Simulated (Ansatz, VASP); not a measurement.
Two plane-wave programs on MoS2

File POSCAR:

```
MoS2
1.0
    3.2274650000      0.0000000000      0.0000000000
   -1.6137320000      2.7950660000      0.0000000000
    0.0000000000      0.0000000000      6.3124730000
Mo S
1 2
Direct
    0.0000000000      0.0000000000      0.5000000000
    0.3333330000      0.6666670000      0.2553190000
    0.6666670000      0.3333330000      0.7446810000
```

File INCAR.step1:

```
ALGO = Normal
EDIFF = 1E-4
ENCUT = 520
GGA = PE
ISMEAR = 1
LASPH = T
LCHARG = F
LREAL = F
LWAVE = T
NBANDS = 20
NELM = 100
PREC = Accurate
SIGMA = 0.1
```

File INCAR.step2:

```
ALGO = Normal
EDIFF = 1E-6
ENCUT = 520
ISIF = 2
ISMEAR = 1
ISTART = 1
LASPH = T
LCHARG = T
LELF = T
LMIXTAU = T
LREAL = F
LVHAR = T
LWAVE = F
METAGGA = R2SCAN
NBANDS = 20
NELM = 100
PREC = Accurate
SIGMA = 0.1
```

The input KPOINTS:

```
k-points
0
Gamma
  8 8 4
```

Input for Ansatz:

```yaml
crystal:
  lattice:
    - [3.227465, 0.0, 0.0]
    - [-1.613732, 2.795066, 0.0]
    - [0.0, 0.0, 6.312473]
  atoms:
    - { symbol: Mo, position: [0.0, 0.0, 0.5] }
    - { symbol: S, position: [0.333333, 0.666667, 0.255319] }
    - { symbol: S, position: [0.666667, 0.333333, 0.744681] }
kpoints:
  mp_grid:
    grid: [8, 8, 4]
hamiltonian:
  xc: r2scan
scf:
  occupations:
    method: cold
    width: 0.1
basis:
  ecutwfc: "23 Ha"
output:
  forces: true
  stress: true
```

Measurements of this composition are mostly on another form, of space group No. 194.

Alike in both runs: task single point; functional r2SCAN; k mesh 8 × 8 × 4; no spin polarisation.

```csv
,VASP,Ansatz
version,VASP 6.6.1,Ansatz 0.2.0
potentials or method,"VASP PAW PBE potentials, release 64 (Mo_sv, S)","plane waves, PAW"
plane-wave cutoff (eV),520,626
occupations,"methfessel-paxton of order 1, width 0.1 eV","cold, width 0.1 eV"
valence electrons in the cell,26,26
```

```tsv
	VASP	Ansatz	Ansatz less VASP
pressure (GPa)	0.1	0.0	-0.04
rms of the force components (eV/Å)	0.031	0.028	-0.0027
```

Atom by atom the forces differ by 0.003 eV/Å (rms over components). Ansatz warned: «structure_snapped_to_symmetry».

Caveats: the PAW data sets were made with another functional, which shifts forces and pressure a little (VASP).
